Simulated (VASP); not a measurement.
# BaZrS3 (Pnma) in VASP: a series of runs, part 2 of 3

VASP 6.6.1. The steps go on from the part before.

### Step 4. Relaxation of cell and atoms, PBE

Contents of INCAR:

```
  ALGO = Normal
  EDIFF = 1E-6
  EDIFFG = -0.01
  ENCUT = 300
  GGA = PE
  IBRION = 2
  ISIF = 3
  ISMEAR = 0
  LASPH = T
  LCHARG = F
  LREAL = F
  LWAVE = F
  NELM = 80
  NSW = 90
  PREC = Accurate
  SIGMA = 0.03
```

Contents of KPOINTS:

```
k-points
0
Gamma
  2 2 2
```

Contents of POSCAR:

```
BaZrS3
1.0
    7.1344888100      0.0000000000      0.0000000000
    0.0000000000     10.0418237600      0.0000000000
    0.0000000000      0.0000000000      7.0635613000
Ba Zr S
4 4 12
Direct
    0.0430272500      0.2500000000      0.0087500800
    0.4569727500      0.7500000000      0.5087500800
    0.5430272500      0.2500000000      0.4912499200
    0.9569727500      0.7500000000      0.9912499200
    0.0000000000      0.0000000000      0.5000000000
    0.5000000000      0.0000000000      0.0000000000
    0.5000000000      0.5000000000      0.0000000000
    0.0000000000      0.5000000000      0.5000000000
    0.9941581600      0.2500000000      0.5608972600
    0.5058418400      0.7500000000      0.0608972600
    0.4941581600      0.2500000000      0.9391027400
    0.0058418400      0.7500000000      0.4391027400
    0.2132557900      0.9681785700      0.7866180500
    0.2867442100      0.0318214300      0.2866180500
    0.7132557900      0.5318214300      0.7133819500
    0.7867442100      0.4681785700      0.2133819500
    0.7867442100      0.0318214300      0.2133819500
    0.7132557900      0.9681785700      0.7133819500
    0.2867442100      0.4681785700      0.2866180500
    0.2132557900      0.5318214300      0.7866180500
```

Potentials or basis: VASP PAW PBE potentials, release 64 (Ba_sv, Zr_sv, S).

On the command line:

```sh
> cat potpaw_PBE.64/Ba_sv/POTCAR potpaw_PBE.64/Zr_sv/POTCAR potpaw_PBE.64/S/POTCAR > POTCAR
> mpirun -np 4 vasp_std > vasp.out
```

OUTCAR:

```text
EDIFF = 1E-6
   EDIFFG = -0.01
   ENCUT = 300
   GGA = PE
   IBRION = 2
   ISIF = 3
   ISMEAR = 0
   LASPH = T
   LREAL = F
   NELM = 80
   NSW = 90
   PREC = Accurate

 ion  position               nearest neighbor table
   1  0.043  0.250  0.009-   9 3.18  16 3.20  17 3.20  11 3.26  14 3.42  19 3.42  13 3.46  20 3.46
                             6 4.12   7 4.12   5 4.29   8 4.29
   2  0.457  0.750  0.509-  10 3.18  15 3.20  18 3.20  12 3.26  13 3.42  20 3.42  19 3.46  14 3.46
                             5 4.12   8 4.12   7 4.29   6 4.29
   3  0.543  0.250  0.491-  11 3.18  14 3.20  19 3.20   9 3.26  17 3.42  16 3.42  18 3.46  15 3.46
                             5 4.12   8 4.12   7 4.29   6 4.29
   4  0.957  0.750  0.991-  12 3.18  13 3.20  20 3.20  10 3.26  18 3.42  15 3.42  16 3.46  17 3.46
                             6 4.12   7 4.12   5 4.29   8 4.29
   5  0.000  0.000  0.500-   9 2.55  12 2.55  13 2.55  17 2.55  14 2.56  18 2.56   2 4.12   3 4.12
                             1 4.29   4 4.29
   6  0.500  0.000  0.000-  10 2.55  11 2.55  14 2.55  18 2.55  17 2.56  13 2.56   1 4.12   4 4.12
                             3 4.29   2 4.29
   7  0.500  0.500  0.000-  10 2.55  11 2.55  15 2.55  19 2.55  16 2.56  20 2.56   1 4.12   4 4.12
                             3 4.29   2 4.29
   8  0.000  0.500  0.500-   9 2.55  12 2.55  16 2.55  20 2.55  19 2.56  15 2.56   2 4.12   3 4.12
                             1 4.29   4 4.29
   9  0.994  0.250  0.561-   5 2.55   8 2.55   1 3.18   3 3.26
  10  0.506  0.750  0.061-   6 2.55   7 2.55   2 3.18   4 3.26
  11  0.494  0.250  0.939-   6 2.55   7 2.55   3 3.18   1 3.26
[... 383 lines left out ...]

------------------------ aborting loop because EDIFF is reached ----------------------------------------
[... 103 lines left out ...]
--------------------------------------- Ionic step       17  -------------------------------------------

 number of electron     160.0000014 magnetization

 Free energy of the ion-electron system (eV)
  ---------------------------------------------------
  ext. energy  EPLUGINS =         0.00000000
  ---------------------------------------------------
  free energy    TOTEN  =      -127.55183647 eV

  energy without entropy =     -127.55183647  energy(sigma->0) =     -127.55183647

 E-fermi :   3.7616     XC(G=0):  -9.4203

 val. band max:        3.6007791753   @ k =   0.0000   0.0000   0.0000
 cond. band min:       4.6407463578   @ k =   0.0000   0.0000   0.0000
 fundamental gap:      1.0399671825
 Fermi energy:         3.7616431927

 k-point     1 :       0.0000    0.0000    0.0000
  band No.  band energies     occupation
      1     -45.3689      2.00000
      2     -45.3687      2.00000
      3     -45.3686      2.00000
      4     -45.3683      2.00000
      5     -23.4139      2.00000
      6     -23.4129      2.00000
[... 749 lines left out ...]
     91       6.6655      0.00000
     92       6.6655      0.00000
 [bands above 92 left out]

------------------------ aborting loop because EDIFF is reached ----------------------------------------

  FORCE on cell =-STRESS in cart. coord.  units (eV):
  Direction    XX          YY          ZZ          XY          YZ          ZX
  --------------------------------------------------------------------------------------
  -------------------------------------------------------------------------------------
  Total        0.1113801      0.1478343      0.1867880      0.0000000      0.0000000     -0.0000000
  in kB        0.3518025      0.4669458      0.5899840      0.0000000      0.0000000     -0.0000000
  external PRESSURE =       0.4695774 kB  Pullay stress =       0.0000000 kB
[... 35 lines left out ...]
  FREE ENERGIE OF THE ION-ELECTRON SYSTEM (eV)
  ---------------------------------------------------
  free  energy   TOTEN  =      -127.5518364720 eV

  energy  without entropy=     -127.5518364720  energy(sigma->0) =     -127.55183647

 reached required accuracy - stopping structural energy minimisation
```

OSZICAR:

```text
N       E                     dE             d eps       ncg     rms          rms(c)
DAV:   1     0.981686519366E+03    0.98169E+03   -0.56116E+04  1608   0.994E+02
DAV:   2    -0.403241474510E+02   -0.10220E+04   -0.98942E+03  1976   0.281E+02
DAV:   3    -0.132282784094E+03   -0.91959E+02   -0.91440E+02  1960   0.780E+01
[... 153 lines left out ...]
DAV:   5    -0.127551825387E+03   -0.91593E-05   -0.13008E-05  2080   0.875E-03    0.144E-02
DAV:   6    -0.127551833281E+03   -0.78943E-05   -0.83480E-06  1752   0.742E-03    0.554E-03
DAV:   7    -0.127551835108E+03   -0.18265E-05   -0.82132E-07   912   0.251E-03    0.205E-03
DAV:   8    -0.127551836303E+03   -0.11947E-05   -0.36183E-07   848   0.169E-03    0.521E-04
DAV:   9    -0.127551836472E+03   -0.16947E-06   -0.18284E-07   840   0.108E-03
  17 F= -.12755184E+03 E0= -.12755184E+03  d E =-.114924E-03
```

Wall time 5.1 min (4 MPI ranks of AMD EPYC 9R45 (Zen 5), shared host); peak memory 0.2 GiB.

Results:

| Property | Result |
| --- | --- |
| Free energy | -127.5518 eV |
| Relaxed volume | 25.36 Å³/atom |
| Relaxed cell | a = 7.188 Å, b = 10.014 Å, c = 7.048 Å, α = 90.00°, β = 90.00°, γ = 90.00° |
| Space group after relaxing (to 0.05 Å) | Pnma (No. 62) |
| Energy gained by relaxing | 1.2 meV/atom |
| Ionic steps | 17 |
| Pressure after relaxing | 0.0 GPa |
| Largest force after relaxing | 0.010 eV/Å |
| Band gap on the k mesh | 1.04 eV, direct |

Forces in eV/Å, atoms in the order of the input:
```
Ba   0.003  0.000  0.008
Ba  -0.003  0.000  0.008
Ba   0.003  0.000 -0.008
Ba  -0.003  0.000 -0.008
Zr   0.000  0.000  0.000
Zr   0.000  0.000  0.000
Zr   0.000  0.000  0.000
Zr   0.000  0.000  0.000
S    0.004  0.000 -0.009
S   -0.004  0.000 -0.009
S    0.004  0.000  0.009
S   -0.004  0.000  0.009
S   -0.004 -0.002  0.002
S    0.004  0.002  0.002
S   -0.004  0.002 -0.002
S    0.004 -0.002 -0.002
S    0.004  0.002 -0.002
S   -0.004 -0.002 -0.002
S    0.004 -0.002  0.002
S   -0.004  0.002  0.002
```

Step by step:
```tsv
step	energy change (eV)	largest force (eV/Å)	pressure (GPa)	volume (Å³)
1	0.0000	0.0645	0.29	506.06
2	-0.0047	0.0588	-0.21	509.43
3	-0.0048	0.0574	-0.14	508.94
4	-0.0077	0.0593	-0.07	508.43
5	-0.0095	0.0650	0.13	507.09
6	-0.0099	0.0633	0.07	507.46
7	-0.0119	0.0605	0.07	507.48
8	-0.0170	0.0522	0.04	507.54
9	-0.0216	0.0339	0.00	507.66
10	-0.0216	0.0323	0.00	507.67
11	-0.0225	0.0265	0.00	507.62
12	-0.0230	0.0223	0.01	507.55
13	-0.0234	0.0121	-0.01	507.63
14	-0.0236	0.0121	-0.02	507.70
15	-0.0234	0.0210	-0.04	507.84
16	-0.0236	0.0133	-0.02	507.74
17	-0.0237	0.0098	0.05	507.25
```

Final structure:
```
CELL_PARAMETERS angstrom
7.18760 0.00000 0.00000
0.00000 10.01381 0.00000
0.00000 0.00000 7.04752
ATOMIC_POSITIONS crystal
Ba 0.05097 0.25000 0.01168
Ba 0.44903 0.75000 0.51168
Ba 0.55097 0.25000 0.48832
Ba 0.94903 0.75000 0.98832
Zr 0.00000 0.00000 0.50000
Zr 0.50000 0.00000 0.00000
Zr 0.50000 0.50000 0.00000
Zr 0.00000 0.50000 0.50000
S 0.99289 0.25000 0.56633
S 0.50711 0.75000 0.06633
S 0.49289 0.25000 0.93367
S 0.00711 0.75000 0.43367
S 0.21173 0.96472 0.78835
S 0.28827 0.03528 0.28835
S 0.71173 0.53528 0.71165
S 0.78827 0.46472 0.21165
S 0.78827 0.03528 0.21165
S 0.71173 0.96472 0.71165
S 0.28827 0.46472 0.28835
S 0.21173 0.53528 0.78835
```

Caveat: the k mesh is coarse (spacing up to 0.44 Å⁻¹), so the values aren't converged; the cutoff is under 1.25 times the usual one of these potentials, so pressure, stress and relaxed cells hold a basis-set (Pulay) error; spin-orbit coupling is left out, which moves the levels of the heavy elements.

### Step 5. Relaxation of cell and atoms, PBE

This run uses another cell than the first one, of 25.36 Å³/atom, 1.002 times its volume.

INCAR: that of step 4 with these lines changed.

```diff
@@ -1,4 +1,4 @@
   ALGO = Normal
-  EDIFF = 1E-6
-  EDIFFG = -0.01
+  EDIFF = 1E-7
+  EDIFFG = -0.005
   ENCUT = 300
```

KPOINTS is that of step 4.

Contents of POSCAR:

```
BaZrS3                                  
1.0
    7.1876000342      0.0000000000     -0.0000000000
    0.0000000000     10.0138051901      0.0000000000
   -0.0000000000      0.0000000000      7.0475188510
  Ba              Zr              S             
     4     4    12
Direct
     0.0509728572512502    0.2500000000000000    0.0116803817956582
     0.4490271427487498    0.7500000000000000    0.5116803817956582
     0.5509728572512502    0.2500000000000000    0.4883196182043419
     0.9490271427487498    0.7500000000000000    0.9883196182043418
     0.0000000000000000    0.0000000000000000    0.5000000000000000
     0.5000000000000000    0.0000000000000000    0.0000000000000000
     0.5000000000000000    0.5000000000000000    0.0000000000000000
     0.0000000000000000    0.5000000000000000    0.5000000000000000
     0.9928866332856996    0.2500000000000000    0.5663258819100849
     0.5071133667143004    0.7500000000000000    0.0663258819100850
     0.4928866332856996    0.2500000000000000    0.9336741180899151
     0.0071133667143004    0.7500000000000000    0.4336741180899150
     0.2117318164681675    0.9647174343156150    0.7883489170349703
     0.2882681835318325    0.0352825656843849    0.2883489170349703
     0.7117318164681677    0.5352825656843850    0.7116510829650297
     0.7882681835318323    0.4647174343156149    0.2116510829650297
     0.7882681835318323    0.0352825656843849    0.2116510829650297
     0.7117318164681677    0.9647174343156150    0.7116510829650297
     0.2882681835318325    0.4647174343156149    0.2883489170349703
     0.2117318164681675    0.5352825656843850    0.7883489170349703
```

On the command line:

```sh
> cat potpaw_PBE.64/Ba_sv/POTCAR potpaw_PBE.64/Zr_sv/POTCAR potpaw_PBE.64/S/POTCAR > POTCAR
> mpirun -np 4 vasp_std > vasp.out
```

Wall time 2 min (4 MPI ranks of AMD EPYC 9R45 (Zen 5), shared host); peak memory 0.18 GiB.

It converged, with:

```yaml
Free_energy: -127.5543 eV
Relaxed_volume: 25.38 Å³/atom
Relaxed_cell: a = 7.189 Å, b = 10.015 Å, c = 7.050 Å, α = 90.00°, β = 90.00°, γ = 90.00°
Space_group_after_relaxing_to_0.05_Å: Pnma (No. 62)
Energy_gained_by_relaxing: 0.0 meV/atom
Ionic_steps: 5
Pressure_after_relaxing: 0.0 GPa
Largest_force_after_relaxing: 0.004 eV/Å
Band_gap_on_the_k_mesh: 1.04 eV, direct
```

Forces in eV/Å, atoms in the order of the input:
```
Ba   0.004  0.000  0.000
Ba  -0.004  0.000  0.000
Ba   0.004  0.000  0.000
Ba  -0.004  0.000  0.000
Zr   0.000  0.000  0.000
Zr   0.000  0.000  0.000
Zr   0.000  0.000  0.000
Zr   0.000  0.000  0.000
S    0.002  0.000  0.001
S   -0.002  0.000  0.001
S    0.002  0.000 -0.001
S   -0.002  0.000 -0.001
S   -0.001  0.003  0.003
S    0.001 -0.003  0.003
S   -0.001 -0.003 -0.003
S    0.001  0.003 -0.003
S    0.001 -0.003 -0.003
S   -0.001  0.003 -0.003
S    0.001  0.003  0.003
S   -0.001 -0.003  0.003
```

Step by step:
| step | energy change (eV) | largest force (eV/Å) | pressure (GPa) | volume (Å³) |
| --- | --- | --- | --- | --- |
| 1 | 0.0000 | 0.0098 | 0.05 | 507.25 |
| 2 | -0.0001 | 0.0082 | -0.04 | 507.82 |
| 3 | -0.0001 | 0.0086 | -0.01 | 507.66 |
| 4 | -0.0001 | 0.0065 | -0.01 | 507.64 |
| 5 | -0.0002 | 0.0039 | 0.00 | 507.59 |

Final structure:
```cif
data_structure
_symmetry_space_group_name_H-M 'P 1'
_symmetry_Int_Tables_number 1
_cell_length_a 7.1892
_cell_length_b 10.0148
_cell_length_c 7.0500
_cell_angle_alpha 90.000
_cell_angle_beta 90.000
_cell_angle_gamma 90.000
_cell_volume 507.59
loop_
_atom_site_label
_atom_site_type_symbol
_atom_site_fract_x
_atom_site_fract_y
_atom_site_fract_z
_atom_site_occupancy
Ba1 Ba 0.05110 0.25000 0.01194 1
Ba2 Ba 0.44890 0.75000 0.51194 1
Ba3 Ba 0.55110 0.25000 0.48806 1
Ba4 Ba 0.94890 0.75000 0.98806 1
Zr1 Zr 0.00000 0.00000 0.50000 1
Zr2 Zr 0.50000 0.00000 0.00000 1
Zr3 Zr 0.50000 0.50000 0.00000 1
Zr4 Zr 0.00000 0.50000 0.50000 1
S1 S 0.99301 0.25000 0.56603 1
S2 S 0.50699 0.75000 0.06603 1
S3 S 0.49301 0.25000 0.93397 1
S4 S 0.00699 0.75000 0.43397 1
S5 S 0.21160 0.96469 0.78842 1
S6 S 0.28840 0.03531 0.28842 1
S7 S 0.71160 0.53531 0.71158 1
S8 S 0.78840 0.46469 0.21158 1
S9 S 0.78840 0.03531 0.21158 1
S10 S 0.71160 0.96469 0.71158 1
S11 S 0.28840 0.46469 0.28842 1
S12 S 0.21160 0.53531 0.78842 1
```

Levels at points of the mesh, in eV from the valence-band top:
| k point | band 77 | band 78 | band 79 | band 80 | band 81 | band 82 | band 83 | band 84 |
| --- | --- | --- | --- | --- | --- | --- | --- | --- |
| (0.00, 0.00, 0.00) | -0.15 | -0.04 | 0.00 | 0.00 | 1.04 | 1.13 | 1.18 | 1.31 |
| (0.50, 0.00, 0.00) | -0.52 | -0.52 | -0.19 | -0.19 | 2.03 | 2.03 | 2.15 | 2.15 |
| (0.00, 0.50, 0.00) | -0.26 | -0.26 | -0.19 | -0.19 | 1.21 | 1.21 | 2.05 | 2.05 |
| (0.50, 0.50, 0.00) | -0.30 | -0.30 | -0.30 | -0.30 | 2.40 | 2.40 | 2.40 | 2.40 |
| (0.00, 0.00, 0.50) | -0.46 | -0.46 | -0.27 | -0.27 | 2.07 | 2.07 | 2.16 | 2.16 |
| (0.50, 0.00, 0.50) | -0.34 | -0.34 | -0.05 | -0.05 | 1.15 | 1.15 | 2.44 | 2.44 |
| (0.00, 0.50, 0.50) | -0.32 | -0.32 | -0.27 | -0.27 | 2.33 | 2.33 | 2.35 | 2.35 |
| (0.50, 0.50, 0.50) | -0.33 | -0.33 | -0.33 | -0.33 | 2.17 | 2.17 | 2.17 | 2.17 |

Caveat: the k mesh is coarse (spacing up to 0.45 Å⁻¹), so the values aren't converged; the cutoff is under 1.25 times the usual one of these potentials, so pressure, stress and relaxed cells hold a basis-set (Pulay) error; spin-orbit coupling is left out, which moves the levels of the heavy elements. A hybrid or GW would open this gap; PBE tends to underestimate it.

[end of part 2 of 3]
